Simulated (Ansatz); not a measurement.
# GaSb (F-43m) in Ansatz: further runs

The runs below take GaSb through band structure, with r2SCAN, PBE.

Everything below comes from runs of Ansatz 0.2.0. Logs are shortened: lines on timing, memory, paths and dates and some standing lists are left out, and cuts for length are marked.

**Experimental background.**

A printed reference work, data compilation reports, for a bulk crystal of GaSb at 4.2 K: band gap 0.811 eV (direct).

The runs below are set against these values where they give the same quantity.

## (1) The structure

Symmetry: F-43m, No. 216, cubic system. The conventional cell has a = 6.118 Å, b = 6.118 Å, c = 6.118 Å, α = 90.00°, β = 90.00°, γ = 90.00°. Sb (site symmetry -43m) is surrounded by 4 Ga at 2.65 Å. Ga (site symmetry -43m) has 4 Sb at 2.65 Å as nearest neighbours.

## (2) Band structure, r2SCAN

input.yaml reads:

```yaml
crystal:
  lattice:
    - [0.0, 3.059, 3.059]
    - [3.059, 0.0, 3.059]
    - [3.059, 3.059, 0.0]
  atoms:
    - { symbol: Sb, position: [0.75, 0.75, 0.75] }
    - { symbol: Ga, position: [0.0, 0.0, 0.0] }
hamiltonian:
  xc: r2scan
  pseudopotentials: { kind: paw }
kpoints:
  mp_grid: { grid: [8, 8, 8] }
  band_path:
    path:
      - [[0.0, 0.0, 0.0], [0.5, 0.0, 0.5], [0.5, 0.25, 0.75], [0.375, 0.375, 0.75], [0.0, 0.0, 0.0], [0.5, 0.5, 0.5], [0.625, 0.25, 0.625], [0.5, 0.25, 0.75], [0.5, 0.5, 0.5], [0.375, 0.375, 0.75]]
      - [[0.625, 0.25, 0.625], [0.5, 0.0, 0.5]]
    npoints: 14
scf:
  occupations: { method: fermi_dirac, width: 0.05 }
  n_extra_bands: 6
output:
  forces: true
  stress: true
  eigenvalues: true
  fatbands: false
```

Potentials or basis: Ansatz PAW.

On the command line:

```
$ ansatz run input.yaml --threads 2 --pin off --max-ram 5632MiB --backend cpu --events-out ev --progress --plain --runs-dir out
```

The program printed:

```text
Warning: RAYON_NUM_THREADS=2 ignored (pool sized by the plan → 2); use --threads N
scf.n_extra_bands = 6 over 14 filled bands (N_el = 28.0): the run solves 20 bands
Engine: ansatz 0.2.0, x86_64-unknown-linux-gnu
Pseudopotentials: kind: paw
Pseudopotential: Sb, paw, valence charge 15, recommended cutoff 500 eV (meta_gga), Sb.paw.azcp
Pseudopotential: Ga, paw, valence charge 13, recommended cutoff 500 eV (meta_gga), Ga.paw.azcp
Functional definition: r2SCAN
  parameter k0 = 0.174
  parameter k1 = 0.065
  parameter a1 = 4.9479
  exchange = r2scan_x(k0 = k0, k1 = k1, a1 = a1)
  correlation = r2scan_c
Crystal: 2 atoms, lattice volume = 57.249 Å³
Basis set: ecut = 500 eV, 1459 PW (Γ), exchange–correlation on 128×128×128 points (64 copies of the dense FFT grid, shifted against one another)
Bands: 20, of which v1, the nominal top of the filled ones, is band 14 counted from 1 (13 counted from 0)
Symmetry: 24 space group operations
Space group: F-43m (ITA 216), of the structure as read, at distance tolerance 3.9e-5 Å
k-points: 29 of 512 (time reversal used)
Non-local potential: Sb, projectors of the file, l = 0: 2, l = 1: 2, l = 2: 2, l = 3: 2
Non-local potential: Ga, projectors of the file, l = 0: 2, l = 1: 2, l = 2: 3, l = 3: 1
PAW form: soft (Blöchl's): semilocal exchange-correlation on the pseudo side does not see the compensation charge
PAW frozen core: Sb, regenerated for the run's functional (the file was generated under x = pbe(κ = 0.804, μ = 0.2195149727645171), c = pbe(β = 0.06672455060314922))
PAW frozen core: Ga, regenerated for the run's functional (the file was generated under x = pbe(κ = 0.804, μ = 0.2195149727645171), c = pbe(β = 0.06672455060314922))
PAW one-centre angular grid: Sb, 590 points (default); XC on 160 Gauss nodes
PAW one-centre angular grid: Ga, 590 points (default); XC on 160 Gauss nodes
Initial density: superposition of atomic densities (neutral atoms: chi_scale 0, normalization atom), corrected by the library's trained network
Initial wavefunctions: pseudopotential atomic-orbital guess
Functional: x = r2scan, c = r2scan; τ floored in thin density (d = 2e-4 eV/Å³)
SCF iter   1: F=—  HF=-10289.851963 eV  |F-HF|=—  |Δ(HF+E_count)|=         —  Δρ=7.67e-3  dr2=1.46e-2  dr2_τ=3.25e-3  ethr=1.77e-3  ⟨swp⟩=6.3  Hψ=3155  notcnv=0
preconditioner: auto → none  [insulator: Δε(μ)=0.391 eV  Ē_g=16.984 eV  σ=0.050 eV  W_gap=0.95  n_scr=14 (ndim 8)  ℏωp=20.8 eV  f_vac=0.094  D(μ)=0.01/eV (n_scr^D=0)  ε∞_Penn≈2.5]
SCF iter   2: F=—  HF=-10289.860432 eV  |F-HF|=—  |Δ(HF+E_count)|=   8.47e-3  Δρ=2.03e-3  dr2=1.98e-3  dr2_τ=3.79e-5  ethr=5.21e-5  ⟨swp⟩=2.1  Hψ=1210  notcnv=0  defer=43
SCF iter   3: F=—  HF=-10289.859790 eV  |F-HF|=—  |Δ(HF+E_count)|=   6.42e-4  Δρ=1.63e-3  dr2=4.98e-4  dr2_τ=7.20e-6  ethr=7.08e-6  ⟨swp⟩=2.0  Hψ=841  notcnv=0  defer=43
SCF iter   4: F=—  HF=-10289.860017 eV  |F-HF|=—  |Δ(HF+E_count)|=   2.27e-4  Δρ=2.68e-4  dr2=1.48e-5  dr2_τ=5.52e-7  ethr=1.78e-6  ⟨swp⟩=2.6  Hψ=639  notcnv=0  defer=43
SCF iter   5: F=—  HF=-10289.860017 eV  |F-HF|=—  |Δ(HF+E_count)|=   8.53e-7  Δρ=2.75e-5  dr2=5.86e-7  dr2_τ=5.22e-9  ethr=5.27e-8  ⟨swp⟩=2.9  Hψ=955  notcnv=0  defer=43
SCF iter   6: F=-10289.860016 eV  HF=-10289.860016 eV  |F-HF|=2.96e-9  |Δ(HF+E_count)|=   1.17e-7  Δρ=7.59e-6  dr2=1.95e-8  dr2_τ=4.35e-10  ethr=3.57e-10  ⟨swp⟩=10.0  Hψ=3065  notcnv=0
SCF 1 converged in 6 iterations: F = -10289.860016 eV  dr2 = 1.95e-8
NSCF: frozen V_eff on 142 k-points
SCF converged after 6 iterations
Free energy (F): -10289.860016 eV
Harris-Foulkes:  -10289.860016 eV  (|F-HF|=2.96e-9)
Internal energy: -10289.859977 eV  (E = F + TS)
E sigma→0 (E₀):  -10289.859997 eV
Entropy (-TS):   -0.000039 eV (-0.019 meV/atom)
Fermi energy:    7.780782 eV
--- Per-component energies (eV) ---
  E_band       = -279.625126
  E_kinetic    = 321.565885
  E_local      = -3916.978993  (includes V_loc(G=0)·N_el)
  E_nonlocal   = 790.269483
  E_hartree    = 1805.209782
  E_xc         = -189.321938
  E_vxc        = -161.754408  (∫ρ·V_xc dr)
  E_paw        = -6606.537981  (= ΣΔE_a)
  E_vpaw       = -933.203392  (= ΣTr[D̂ρ^β])
  E_aug_tail   = -0.000045  (compensation charges beyond the density's cutoff)
  E_vtau       = 10.064019  (kinetic-family band-sum trace: ∫τ·v_τ [+ j·A + Jᵃ·Aᵃ] dr)
  E_ewald      = -2493.919138
  E_core_change = -0.147033  (= ΣΔE_core)
  E_smearing   = -0.000039  (= −TS)
  E_closure    = -0.000000  (closes the sum)
  Σ components = -10289.860016   (vs F -10289.860016, Δ=0.00e0)
--- Forces (eV/Å), atoms counted from 1 ---
  atom   1  Sb     0.00000000    -0.00000000     0.00000000
  atom   2  Ga    -0.00000000     0.00000000    -0.00000000
  max |Σ_I F_I| component: 7.40e-17 eV/Å
--- Stress (GPa, compression-positive) ---
        0.367464       0.000000      -0.000000
        0.000000       0.367464       0.000000
       -0.000000       0.000000       0.367464
  P = ⅓ Tr σ = 0.3675 GPa (3.675 kbar)
--- Band table (eV; the first three rows and the last of 29) ---
  k-point 0: bands = ["-21.9736", "-21.9736", "-21.9736", "-21.9486", "-21.9486", "-7.9575", "-7.9575", "-7.9575", "-7.9010", "-7.9010", "-4.4048", "7.5206", "7.5206", "7.5206", "7.9861", "10.5130", "10.5130", "10.5130", "13.8862", "16.6954"]
  k-point 1: bands = ["-21.9735", "-21.9731", "-21.9731", "-21.9484", "-21.9484", "-7.9622", "-7.9554", "-7.9554", "-7.9013", "-7.9013", "-4.2357", "5.5640", "7.2570", "7.2570", "8.8598", "10.8766", "10.8766", "11.2617", "14.7104", "15.8547"]
  k-point 2: bands = ["-21.9732", "-21.9720", "-21.9720", "-21.9481", "-21.9481", "-7.9732", "-7.9508", "-7.9508", "-7.9016", "-7.9016", "-3.7540", "3.4278", "6.7868", "6.7868", "8.6268", "11.4257", "11.4257", "13.1801", "15.2589", "15.6291"]
  k-point 28: bands = ["-21.9729", "-21.9709", "-21.9667", "-21.9491", "-21.9463", "-8.0009", "-7.9369", "-7.9319", "-7.9075", "-7.9017", "-1.7539", "0.6345", "4.0473", "4.2764", "11.5469", "12.1521", "12.3476", "12.6354", "18.1425", "18.2999"]
```

Wall time 11 s (2 threads of AMD EPYC 7R43 (Zen 3), shared host); peak memory 0.55 GiB.

What came out:

| Quantity | Value |
| --- | --- |
| Free energy | -10289.8600 eV |
| Pressure | 0.4 GPa |
| Band gap on the k mesh | 0.47 eV, direct |
| Band gap along the path | 0.47 eV, direct |

Levels at the corners of the path, in eV from the valence-band top:
```csv
point,band 12,band 13,band 14,band 15,band 16,band 17
Γ,0.00,0.00,0.00,0.47,2.99,2.99
X,-7.03,-2.69,-2.69,1.13,1.49,9.31
W,-6.89,-3.47,-3.24,4.03,4.63,4.83
K,-6.84,-3.74,-2.29,1.65,4.21,7.12
Γ,0.00,0.00,0.00,0.47,2.99,2.99
L,-6.57,-1.21,-1.21,0.70,4.03,4.03
U,-6.84,-3.74,-2.29,1.65,4.21,7.12
W,-6.89,-3.47,-3.24,4.03,4.63,4.83
L,-6.57,-1.21,-1.21,0.70,4.03,4.03
K,-6.84,-3.74,-2.29,1.65,4.21,7.12
U,-6.84,-3.74,-2.29,1.65,4.21,7.12
X,-7.03,-2.69,-2.69,1.13,1.49,9.31
```

Caveat: spin-orbit coupling is left out, which moves the levels of the heavy elements; the PAW data sets come from PBE, with cores solved anew for the run's functional, which leaves a small shift of forces and pressure.

## (3) Band structure, PBE

input.yaml: that of step 2 with these lines changed.

```diff
@@ -9,3 +9,3 @@
 hamiltonian:
-  xc: r2scan
+  xc: pbe
   pseudopotentials: { kind: paw }
```

Potentials or basis: Ansatz PAW.

On the command line:

```
$ ansatz run input.yaml --threads 2 --pin off --max-ram 5632MiB --backend cpu --events-out ev --progress --plain --runs-dir out
```

It took 4.9 s on 2 threads of AMD EPYC 7R43 (Zen 3), shared host; peak memory 0.38 GiB.

It converged, with:

| Item | Value |
| --- | --- |
| Free energy | -10267.8145 eV |
| Pressure | 2.3 GPa |
| Band gap on the k mesh | none (metal or under the smearing width) |

Levels at the corners of the path, in eV from the Fermi level:
| point | band 10 | band 11 | band 12 | band 13 | band 14 | band 15 | band 16 | band 17 | band 18 | band 19 |
| --- | --- | --- | --- | --- | --- | --- | --- | --- | --- | --- |
| Γ | -15.02 | -11.54 | -0.07 | -0.07 | -0.07 | -0.03 | 2.72 | 2.72 | 2.72 | 5.75 |
| X | -15.01 | -9.10 | -6.86 | -2.64 | -2.64 | 0.85 | 1.19 | 8.65 | 8.65 | 10.02 |
| W | -15.02 | -9.05 | -6.73 | -3.41 | -3.19 | 3.62 | 4.27 | 4.35 | 4.71 | 9.89 |
| K | -15.02 | -9.16 | -6.68 | -3.67 | -2.25 | 1.35 | 3.82 | 6.55 | 6.77 | 7.50 |
| Γ | -15.02 | -11.54 | -0.07 | -0.07 | -0.07 | -0.03 | 2.72 | 2.72 | 2.72 | 5.75 |
| L | -15.02 | -9.92 | -6.42 | -1.22 | -1.22 | 0.34 | 3.70 | 3.70 | 6.42 | 9.31 |
| U | -15.02 | -9.16 | -6.68 | -3.67 | -2.25 | 1.35 | 3.82 | 6.55 | 6.77 | 7.50 |
| W | -15.02 | -9.05 | -6.73 | -3.41 | -3.19 | 3.62 | 4.27 | 4.35 | 4.71 | 9.89 |
| L | -15.02 | -9.92 | -6.42 | -1.22 | -1.22 | 0.34 | 3.70 | 3.70 | 6.42 | 9.31 |
| K | -15.02 | -9.16 | -6.68 | -3.67 | -2.25 | 1.35 | 3.82 | 6.55 | 6.77 | 7.50 |
| U | -15.02 | -9.16 | -6.68 | -3.67 | -2.25 | 1.35 | 3.82 | 6.55 | 6.77 | 7.50 |
| X | -15.01 | -9.10 | -6.86 | -2.64 | -2.64 | 0.85 | 1.19 | 8.65 | 8.65 | 10.02 |

Caveat: spin-orbit coupling is left out, which moves the levels of the heavy elements.

## (4) Comparison with measurements

Step 2. A measured gap of GaSb is 0.811 eV (direct; 4.2 K; a printed reference work, data compilation); the calculated 0.47 eV misses it by -0.35 eV. Spin-orbit coupling on Ga, Sb is left out. The value is that of r2SCAN, without temperature or zero-point motion.

Step 3. Against the measured gap of GaSb, 0.811 eV (direct; 4.2 K; a printed reference work, data compilation), the calculated 0.00 eV is off by -0.81 eV. Spin-orbit coupling on Ga, Sb is left out. The value is that of PBE on a finite k mesh, which can miss the band edges, without temperature or zero-point motion. Semilocal functionals fall short of measured gaps as a rule.
